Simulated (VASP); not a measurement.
Energy against volume of LaAlO₃ (cubic perovskite). All values below come from r2SCAN meta-GGA, VASP's PBE PAW potentials (set 64) (plane waves; VASP 6.6.1). Run with 520 eV cut-off, 6×6×6 Γ-centred mesh, Gaussian smearing of 0.050 eV, potentials La Al O.

```
V (Å³/atom)  E (eV/atom)
-----------  -----------
10.506         -14.53004
10.831         -14.53747
11.156         -14.53180
11.481         -14.51494
```

### Question
Fit these four points and predict the energy of the run at 10.181 Å³/atom.

### Answer
A cubic in V^(−2/3), the third-order Birch-Murnaghan form, passes through the four points with V0 = 10.84 Å³/atom and B0 = 214 GPa, and gives -14.5073 eV/atom there. The run gave -14.5074 eV/atom, -0.1 meV/atom from the fit; all five points give B0 = 213 GPa.

The compound is LaAlO3 in the cubic perovskite structure, the ideal cubic form; the compound distorts at low or room temperature. It was relaxed first.
